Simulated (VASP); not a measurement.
**2H-WSe2 monolayer and its bilayer**

Aim: relax 2H-WSe2 monolayer, place its levels against the vacuum, then find how two sheets stack and bind.

Calculated with VASP 6.6.1; PBE with D3(BJ), no spin polarisation; plane waves and PAW (W, Se), in the first sound run; inputs show where later runs differ.

This is a report of a sequence of runs, with most program output left out.

## Step 1: The structure

The cell holds 3 atoms: 1 W and 2 Se. Cell: a = 3.279 Å, b = 3.279 Å, c = 22.000 Å, α = 90.0°, β = 90.0°, γ = 120.0°. Vacuum lies along c.

## Step 2: A second relaxation

The plane waves were chosen for the start cell, so the relaxation is repeated from its end.

The input, INCAR:

```
SYSTEM = WSe2
PREC = Normal
ENCUT = 350
EDIFF = 1E-06
NELM = 120
ISMEAR = 0
SIGMA = 0.03
LREAL = .FALSE.
ALGO = Normal
GGA = PE
IVDW = 12
NBANDS = 15
LASPH = .TRUE.
LORBIT = 11
LWAVE = .FALSE.
LCHARG = .FALSE.
KPAR = 4
IBRION = 2
NSW = 30
ISIF = 3
EDIFFG = -0.015
POTIM = 0.4
IDIPOL = 3
LDIPOL = .TRUE.
DIPOL = 0.5 0.5 0.5
LATTICE_CONSTRAINTS = .TRUE. .TRUE. .FALSE.
```

The input, POSCAR:

```
WSe2
1.0
    3.2786754056      0.0000000000      0.0000000000
   -1.6393377028      2.8394161920      0.0000000000
    0.0000000000      0.0000000000     22.0000000000
W Se
1 2
Direct
    0.3333333333      0.6666666667      0.5000000000
    0.6666666667      0.3333333333      0.4233974750
    0.6666666667      0.3333333333      0.5766025250
```

The input, KPOINTS:

```
Automatic mesh
0
Gamma
12 12 1
0 0 0
```

Potentials, in the order of the species: W and Se (PBE family, release 64).

Run with:

```bash
$ mpirun -np 4 vasp_std
```

Wall time 7 s (4 MPI ranks of Intel Xeon 6975P-C (Granite Rapids), shared host); peak memory 0.75 GiB; 26 s of CPU time.

This run has no spin polarisation, although W can carry a moment. The gap is read on the k-mesh alone, so it is an upper bound where the band edges lie off the mesh. The data set W keeps the semicore shell frozen, which is cheaper and a little less accurate. The run keeps the 12 symmetry operations of its start, so it cannot find a distortion of lower symmetry.

Little changed from the start: no atom moved by 0.005 Å and no cell edge by 0.1 %.

Numbers from this step:

| Quantity | Value |
| --- | --- |
| electronic cycles | 21 |
| electrons | 18 |
| free energy (TOTEN) | -22.68 eV |
| Fermi energy | -1.902 eV |
| metallic | no |
| dipole moment | 0, 0, 0 e·Å |
| gap on the k-mesh | 1.645 eV |
| least direct gap on the k-mesh | 1.682 eV |

The start already met the threshold, so nothing moved.

## Step 3: Vacuum level and density of states

A static run writes the electrostatic potential without exchange and correlation (LVHAR), which is flat in the vacuum and gives the level to count from. The dipole correction cancels the field that unlike faces would set up across the vacuum.

The input, INCAR:

```
SYSTEM = WSe2
PREC = Normal
ENCUT = 350
EDIFF = 1E-06
NELM = 120
ISMEAR = 0
SIGMA = 0.03
LREAL = .FALSE.
ALGO = Fast
GGA = PE
IVDW = 12
NBANDS = 15
LASPH = .TRUE.
LORBIT = 11
LWAVE = .FALSE.
LCHARG = .TRUE.
IDIPOL = 3
LDIPOL = .TRUE.
DIPOL = 0.5 0.5 0.5
LVHAR = .TRUE.
LVACPOTAV = .TRUE.
NEDOS = 1500
LELF = .TRUE.
```

POSCAR is that of step 2.

KPOINTS is that of step 2.

The input, KPOINTS_OPT:

```
Line mode
14
Line-mode
Reciprocal
  0.00000000   0.00000000   0.00000000 GAMMA
  0.50000000   0.00000000   0.00000000 M

  0.50000000   0.00000000   0.00000000 M
  0.33333333   0.33333333   0.00000000 K

  0.33333333   0.33333333   0.00000000 K
  0.00000000   0.00000000   0.00000000 GAMMA
```

Run with:

```bash
$ mpirun -np 4 vasp_std
```

Elapsed: 8.6 s, on 4 MPI ranks; peak memory 0.58 GiB; 32 s of CPU time.

This step gave:

- Fermi energy: -1.942 eV
- least gap on mesh and path: 1.640 eV
- least direct gap on mesh and path: 1.682 eV
- vacuum levels: 2.989, 2.989 eV
- ionisation potentials of the upper and lower face: 5.060, 5.060 eV
- electron affinities of the upper and lower face: 3.421, 3.421 eV

The electronic bands at the labelled points (eV, zero at the valence-band top; v1 is the highest filled band, c1 the lowest empty one):

| point | v4 | v3 | v2 | v1 | c1 | c2 | c3 | c4 |
| --- | --- | --- | --- | --- | --- | --- | --- | --- |
| Γ | -2.27 | -1.15 | -1.15 | -0.45 | 3.02 | 3.02 | 3.17 | 3.17 |
| 0.46 of the way | -2.12 | -1.62 | -1.60 | -0.90 | 1.89 | 2.49 | 2.71 | 3.90 |
| M | -2.96 | -2.21 | -1.02 | -0.84 | 2.47 | 2.79 | 3.74 | 4.41 |
| 0.46 of the way | -3.25 | -2.54 | -2.20 | -0.40 | 2.28 | 3.04 | 3.40 | 4.31 |
| K | -3.74 | -3.35 | -2.40 | 0.00 | 1.68 | 2.75 | 3.52 | 5.02 |
| 0.46 of the way | -3.31 | -2.13 | -1.40 | -0.77 | 1.64 | 2.53 | 2.66 | 4.30 |
| Γ | -2.27 | -1.15 | -1.15 | -0.45 | 3.02 | 3.02 | 3.17 | 3.17 |

Of the projections kept (W, Se), the largest for each band there; the rest of the weight can lie on other orbitals:

| point | v4 | v3 | v2 | v1 | c1 | c2 | c3 | c4 |
| --- | --- | --- | --- | --- | --- | --- | --- | --- |
| Γ | Se 0.88 | W 0.64 | W 0.64 | W 0.82 | Se 0.57 | Se 0.57 | Se 0.64 | Se 0.64 |
| M | W 0.57 | Se 0.68 | W 0.73 | Se 0.81 | W 0.97 | W 0.91 | W 0.58 | W 0.57 |
| K | Se 0.59 | Se 0.80 | Se 0.59 | W 0.83 | W 0.95 | W 0.72 | W 0.79 | W 0.70 |
| Γ | Se 0.88 | W 0.64 | W 0.64 | W 0.82 | Se 0.57 | Se 0.57 | Se 0.64 | Se 0.64 |

Zero at the Fermi level. Planar average of the electrostatic potential against height:

| height (Å) | planar average of the electrostatic potential (eV) |
| --- | --- |
| 0 | 4.93 |
| 1 | 4.93 |
| 2 | 4.93 |
| 3 | 4.93 |
| 4 | 4.93 |
| 5 | 4.93 |
| 6 | 4.93 |
| 7 | 4.88 |
| 8 | 3.86 |
| 9 | -9.09 |
| 10 | -6.41 |
| 11 | -8.96 |
| 12 | -6.41 |
| 13 | -9.09 |
| 14 | 3.86 |
| 15 | 4.88 |
| 16 | 4.93 |
| 17 | 4.93 |
| 18 | 4.93 |
| 19 | 4.93 |
| 20 | 4.93 |
| 21 | 4.93 |

Density of states in the PAW spheres, an atom over height of the layer and energy from the Fermi level.

Ten even steps from '0' (0.00 states/eV) to '9' (1.66 states/eV), each cell a mean:
```
000
000
020
292
262
232
484
353
242
242
353
121
363
121
232
242
131
111
000
000
000
000
```
Columns: height of the layer (Å) from 9.3 to 12.7; rows upwards: energy from the Fermi level (eV) from -7.9 to 0.5.

Valence density in the ca plane at fractional y = 0.333, with atoms of Se within 0.2 Å of it. It is the smooth field of the valence electrons, not physical close to the nuclei.

Values in e/Å³, 5 rows by 16 columns, each cell a mean:
```
0.00 0.00 0.00 0.00 0.00 0.02 0.37 0.71 0.43 0.35 0.70 0.49 0.04 0.00 0.00 0.00
0.00 0.00 0.00 0.00 0.00 0.03 0.58 0.34 0.50 0.38 0.39 0.65 0.07 0.00 0.00 0.00
0.00 0.00 0.00 0.00 0.00 0.02 0.38 0.71 0.44 0.35 0.70 0.50 0.04 0.00 0.00 0.00
0.00 0.00 0.00 0.00 0.00 0.01 0.09 0.28 0.31 0.33 0.29 0.13 0.01 0.00 0.00 0.00
0.00 0.00 0.00 0.00 0.00 0.01 0.09 0.26 0.31 0.33 0.27 0.12 0.01 0.00 0.00 0.00
```
Columns run along c (16.0 Å, from fractional 0.10 to 0.83 of the cell), rows up along a (3.3 Å). Atoms in or near the plane, at fractional coordinates: Se at (0.42, 0.67), Se at (0.58, 0.67).

ELF in the ca plane at fractional y = 0.333, with atoms of Se within 0.2 Å of it. It is the smooth field of the valence electrons, not physical close to the nuclei.

Ten even steps from '0' (0.00) to '9' (0.93), each cell a mean:
```
00000000000000247899887423588899863100000000
00000000000001479998787523687799986310000000
00000000000002589997567423675589997310000000
00000000000102579998677523676699986310000000
00000000000001368999887423688899974200000000
00000000000000024677775322467777531000000000
00000000000000000123432222234432100000000000
00000000000000000012221122122211000000000000
00000000000000012456664222356655310000000000
```
Columns run along c (16.0 Å, from fractional 0.10 to 0.83 of the cell), rows up along a (3.3 Å). Atoms in or near the plane, at fractional coordinates: Se at (0.42, 0.67), Se at (0.58, 0.67).

The map of layer states is cut here 0.5 eV above the Fermi level, so it leaves out the states above that.

The vacuum level lies 5.06 eV above the highest filled level at the upper face; both faces agree, as the slab has next to no dipole.

The program found no field-free point at its default tolerance, but its printed level agrees with the flat part of the planar average.

## Step 4: The slab in a field, field -0.1

A field across the slab, with the atoms held, gives the electronic response: the dipole changes linearly with the field, and the energy has a linear term from the slab's own dipole and a quadratic one from its polarisability.

INCAR, as its differences from that of step 3:

```diff
@@ -15,3 +15,4 @@
 LWAVE = .FALSE.
-LCHARG = .TRUE.
+LCHARG = .FALSE.
+KPAR = 4
 IDIPOL = 3
@@ -19,5 +20,2 @@
 DIPOL = 0.5 0.5 0.5
-LVHAR = .TRUE.
-LVACPOTAV = .TRUE.
-NEDOS = 1500
-LELF = .TRUE.
+EFIELD = -0.1
```

POSCAR is that of step 3.

KPOINTS is that of step 3.

Run with:

```bash
$ mpirun -np 4 vasp_std
```

Wall time 5.8 s (4 MPI ranks); peak memory 0.75 GiB.

Numbers from this step:

```yaml
fermi_energy: -1.904 eV
dipole_moment: 0, 0, -0.02880 e·Å
gap_on_the_k_mesh: 1.644 eV
```

VASP counts the dipole in electrons times Å, so a positive number points the physical dipole along −c. A positive EFIELD is likewise a physical field along −c.

Energy at zero smearing: -22.67904 eV.

## Step 5: The slab in a field, field 0.1

INCAR, as its differences from that of step 4:

```diff
@@ -20,2 +20,2 @@
 DIPOL = 0.5 0.5 0.5
-EFIELD = -0.1
+EFIELD = 0.1
```

POSCAR is that of step 4.

KPOINTS is that of step 4.

Run with:

```bash
$ mpirun -np 4 vasp_std
```

Wall time 6.8 s (4 MPI ranks); peak memory 0.74 GiB.

Numbers from this step:

| Property | Result |
| --- | --- |
| Fermi energy | -1.903 eV |
| dipole moment | 0, 0, 0.02880 e·Å |

Energy at zero smearing: -22.67904 eV.

## Step 6: With spin-orbit coupling

This step: PBE with D3(BJ), spin-orbit coupling, no spin polarisation; plane waves and PAW (W, Se) (VASP 6.6.1).

For heavy elements spin-orbit coupling shifts the highest filled levels.

INCAR, as its differences from that of step 5:

```diff
@@ -11,5 +11,9 @@
 IVDW = 12
-NBANDS = 15
+LNONCOLLINEAR = .TRUE.
+MAGMOM = 0 0 0 0 0 0 0 0 0
+NBANDS = 30
+GGA_COMPAT = .FALSE.
 LASPH = .TRUE.
-LORBIT = 11
+LSORBIT = .TRUE.
+LMAXMIX = 4
 LWAVE = .FALSE.
@@ -20,2 +24 @@
 DIPOL = 0.5 0.5 0.5
-EFIELD = 0.1
```

POSCAR is that of step 5.

KPOINTS is that of step 5.

KPOINTS_OPT is that of step 3.

Run with:

```bash
$ mpirun -np 4 vasp_ncl
```

Elapsed: 50 s, on 4 MPI ranks; peak memory 2 GiB; 3.3 min of CPU time.

Numbers from this step:

```
electronic cycles                 : 24
free energy (TOTEN)               : -22.88 eV
Fermi energy                      : -1.704 eV
least gap on mesh and path        : 1.283 eV
least direct gap on mesh and path : 1.388 eV
dipole moment                     : 0, 0, 0 e·Å
```

On-site spin-orbit energy by atom:

| atom | on-site spin-orbit energy (eV) |
| --- | --- |
| W1 | -0.328 |
| Se2 | -0.043 |
| Se3 | -0.043 |

Electronic bands along the path, in eV, zero at the valence-band top; v1 is the highest filled band, c1 the lowest empty one:

| point | v4 | v3 | v2 | v1 | c1 | c2 | c3 | c4 |
| --- | --- | --- | --- | --- | --- | --- | --- | --- |
| Γ | -1.21 | -1.21 | -0.60 | -0.60 | 2.61 | 2.61 | 2.86 | 2.86 |
| 0.46 of the way | -1.73 | -1.73 | -1.09 | -1.09 | 1.64 | 1.64 | 2.25 | 2.25 |
| M | -1.33 | -1.33 | -0.99 | -0.99 | 2.13 | 2.13 | 2.61 | 2.61 |
| 0.46 of the way | -2.43 | -2.40 | -0.81 | -0.45 | 1.92 | 2.11 | 2.53 | 2.96 |
| K | -2.69 | -2.61 | -0.45 | 0.00 | 1.39 | 1.43 | 2.53 | 2.53 |
| 0.46 of the way | -1.75 | -1.56 | -1.13 | -0.84 | 1.28 | 1.50 | 2.25 | 2.25 |
| Γ | -1.21 | -1.21 | -0.60 | -0.60 | 2.61 | 2.61 | 2.86 | 2.86 |

The path shows an indirect gap of 1.28 eV (valence top at K, conduction bottom between K and Γ). The least direct gap is 1.39 eV.

## Step 7: A rigid stacking

This step: PBE with D3(BJ), no spin polarisation; plane waves and PAW (W, Se) (VASP 6.6.1).

System of this step: bilayer of 2H-WSe2 monolayer. The cell holds 6 atoms: 2 W and 4 Se. Its edges and angles: a = 3.279 Å, b = 3.279 Å, c = 26.841 Å, α = 90.0°, β = 90.0°, γ = 120.0°. upper sheet same orientation, shifted by (0.00, 0.00). Vacuum lies along c.

Two rigid sheets are set at a typed distance in several high-symmetry stackings, to find where to start. The upper sheet is shifted or turned in the plane and never flipped over.

The input, INCAR:

```
SYSTEM = WSe2
PREC = Normal
ENCUT = 350
EDIFF = 1E-05
NELM = 120
ISMEAR = 0
SIGMA = 0.03
LREAL = .FALSE.
ALGO = Fast
GGA = PE
IVDW = 12
NBANDS = 24
LASPH = .TRUE.
LORBIT = 11
LWAVE = .FALSE.
LCHARG = .FALSE.
KPAR = 4
IDIPOL = 3
LDIPOL = .TRUE.
DIPOL = 0.5 0.5 0.5
```

The input, POSCAR:

```
WSe2
1.0
    3.2786754056      0.0000000000      0.0000000000
   -1.6393377028      2.8394161920      0.0000000000
    0.0000000000      0.0000000000     26.8410222000
W Se
2 4
Direct
    0.3333333300      0.6666666700      0.3794660100
    0.3333333300      0.6666666700      0.6205339900
    0.6666666700      0.3333333300      0.3166794400
    0.6666666700      0.3333333300      0.4422525700
    0.6666666700      0.3333333300      0.5577474300
    0.6666666700      0.3333333300      0.6833205600
```

KPOINTS is that of step 6.

Run with:

```bash
$ mpirun -np 4 vasp_std
```

It took 8.6 s on 4 MPI ranks; peak memory 0.85 GiB.

This step gave:

```
electronic cycles              : 20
electrons                      : 36
free energy (TOTEN)            : -45.44 eV
Fermi energy                   : 0.253 eV
gap on the k-mesh              : 1.138 eV
least direct gap on the k-mesh : 1.624 eV
```

Force by atom:

| atom | x (eV/Å) | y (eV/Å) | z (eV/Å) | size |
| --- | --- | --- | --- | --- |
| W1 | 0.000 | 0.000 | -0.077 | 0.077 |
| W2 | 0.000 | 0.000 | 0.077 | 0.077 |
| Se3 | 0.000 | 0.000 | 0.009 | 0.009 |
| Se4 | 0.000 | 0.000 | -0.589 | 0.589 |
| Se5 | 0.000 | 0.000 | 0.589 | 0.589 |
| Se6 | 0.000 | 0.000 | -0.009 | 0.009 |

Energy at zero smearing: -45.44265 eV.

## Step 8: A rigid stacking

INCAR is that of step 7.

The input, POSCAR:

```
WSe2
1.0
    3.2786754056      0.0000000000      0.0000000000
   -1.6393377028      2.8394161920      0.0000000000
    0.0000000000      0.0000000000     26.8410222000
W Se
2 4
Direct
    0.3333333300      0.6666666700      0.3794660100
    0.6666666700      0.3333333300      0.6205339900
    0.6666666700      0.3333333300      0.3166794400
    0.6666666700      0.3333333300      0.4422525700
    0.0000000000      1.0000000000      0.5577474300
    0.0000000000      1.0000000000      0.6833205600
```

KPOINTS is that of step 7.

Run with:

```bash
$ mpirun -np 4 vasp_std
```

Elapsed: 8.4 s, on 4 MPI ranks; peak memory 0.84 GiB; 31 s of CPU time.

Energy at zero smearing: -45.67842 eV.

## Step 9: A rigid stacking

INCAR is that of step 8.

POSCAR, as its differences from that of step 8:

```diff
@@ -12,3 +12,3 @@
     0.6666666700      0.3333333300      0.4422525700
-    0.0000000000      1.0000000000      0.5577474300
-    0.0000000000      1.0000000000      0.6833205600
+    0.3333333300      0.6666666700      0.5577474300
+    0.3333333300      0.6666666700      0.6833205600
```

KPOINTS is that of step 8.

Run with:

```bash
$ mpirun -np 4 vasp_std
```

It took 8.6 s on 4 MPI ranks; peak memory 0.85 GiB.

Energy at zero smearing: -45.68492 eV.

## Step 10: A rigid stacking

INCAR is that of step 9.

The input, POSCAR:

```
WSe2
1.0
    3.2786754056      0.0000000000      0.0000000000
   -1.6393377028      2.8394161920      0.0000000000
    0.0000000000      0.0000000000     26.8410222000
W Se
2 4
Direct
    0.3333333300      0.6666666700      0.3794660100
    0.0000000000      1.0000000000      0.6205339900
    0.6666666700      0.3333333300      0.3166794400
    0.6666666700      0.3333333300      0.4422525700
    0.6666666700      0.3333333300      0.5577474300
    0.6666666700      0.3333333300      0.6833205600
```

KPOINTS is that of step 9.

Run with:

```bash
$ mpirun -np 4 vasp_std
```

Elapsed: 8.8 s, on 4 MPI ranks; peak memory 0.84 GiB.

Energy at zero smearing: -45.46658 eV.

## Step 11: A rigid stacking

INCAR is that of step 10.

The input, POSCAR:

```
WSe2
1.0
    3.2786754056      0.0000000000      0.0000000000
   -1.6393377028      2.8394161920      0.0000000000
    0.0000000000      0.0000000000     26.8410222000
W Se
2 4
Direct
    0.3333333300      0.6666666700      0.3794660100
    0.3333333300      0.6666666700      0.6205339900
    0.6666666700      0.3333333300      0.3166794400
    0.6666666700      0.3333333300      0.4422525700
    1.0000000000      0.0000000000      0.5577474300
    1.0000000000      0.0000000000      0.6833205600
```

KPOINTS is that of step 10.

Run with:

```bash
$ mpirun -np 4 vasp_std
```

It took 8.4 s on 4 MPI ranks; peak memory 0.82 GiB; 31 s of CPU time.

Energy at zero smearing: -45.65201 eV.

## Step 12: Relaxing the bilayer

The lowest stacking relaxes at the monolayer's lattice.

INCAR, as its differences from that of step 11:

```diff
@@ -3,3 +3,3 @@
 ENCUT = 350
-EDIFF = 1E-05
+EDIFF = 1E-06
 NELM = 120
@@ -17,2 +17,8 @@
 KPAR = 4
+IBRION = 2
+NSW = 50
+ISIF = 2
+EDIFFG = -0.015
+POTIM = 0.4
+MAXMIX = 40
 IDIPOL = 3
```

The input, POSCAR:

```
WSe2
1.0
    3.2786754056      0.0000000000      0.0000000000
   -1.6393377028      2.8394161920      0.0000000000
    0.0000000000      0.0000000000     26.8410222000
W Se
2 4
Direct
    0.3333333300      0.6666666700      0.3794660100
    0.6666666700      0.3333333300      0.6205339900
    0.6666666700      0.3333333300      0.3166794400
    0.6666666700      0.3333333300      0.4422525700
    0.3333333300      0.6666666700      0.5577474300
    0.3333333300      0.6666666700      0.6833205600
```

KPOINTS is that of step 11.

Run with:

```bash
$ mpirun -np 4 vasp_std
```

It took 45 s on 4 MPI ranks; peak memory 0.91 GiB.

Step by step:

| step | energy less that of the first step (eV) | largest force (eV/Å) |
| --- | --- | --- |
| 1 | 0.0000 | 0.0232 |
| 2 | -0.0001 | 0.0176 |
| 3 | -0.0001 | 0.0310 |
| 4 | -0.0001 | 0.0284 |
| 5 | -0.0002 | 0.0274 |
| 6 | -0.0002 | 0.0745 |
| 7 | -0.0002 | 0.0511 |
| 8 | -0.0003 | 0.0493 |
| 9 | -0.0003 | 0.0478 |
| 10 | -0.0004 | 0.0444 |
| 11 | -0.0006 | 0.0393 |
| 12 | -0.0010 | 0.0291 |
| 13 | -0.0013 | 0.0053 |

The atoms that moved most (Å):

| atom | dx | dy | dz | length |
| --- | --- | --- | --- | --- |
| Se3 | 0.000 | 0.000 | 0.033 | 0.033 |
| Se6 | 0.000 | 0.000 | -0.033 | 0.033 |
| W1 | 0.000 | 0.000 | 0.031 | 0.031 |
| W2 | 0.000 | 0.000 | -0.031 | 0.031 |
| Se5 | 0.000 | 0.000 | -0.030 | 0.030 |
| Se4 | 0.000 | 0.000 | 0.030 | 0.030 |

Final coordinates:

```xyz
6
Lattice="3.2787 0.0000 0.0000 -1.6393 2.8394 0.0000 0.0000 0.0000 26.8410" Properties=species:S:1:pos:R:3
W     0.0000    1.8929   10.2167
W     1.6393    0.9465   16.6244
Se    1.6393    0.9465    8.5327
Se    1.6393    0.9465   11.9003
Se    0.0000    1.8929   14.9407
Se    0.0000    1.8929   18.3083
```

Numbers from this step:

```yaml
electronic_cycles: 88
free_energy_toten: -45.69 eV
fermi_energy: 0.0891 eV
dipole_moment: 0, 0, 0 e·Å
gap_on_the_k_mesh: 1.292 eV
least_direct_gap_on_the_k_mesh: 1.621 eV
```

The run ended after 13 ionic steps, 0.001 eV below its first step, once the forces on the free atoms met EDIFFG = -0.015.

[end of part 1 of 2]

[Lines on the potential files, build, host, timing and source positions are cut from VASP's logs without a mark.]

[Logs are printed without paths, hosts, clocks, repeated set-up lines and the standing remarks that a program may print on its own settings, such as how far it seeks lower states.]

[Hosts, paths, dates, database ids (printed as entryN), source tags and the programs' standing remarks are cut or masked in the printed files.]

[Runs that stopped without an error message from VASP are left out.]
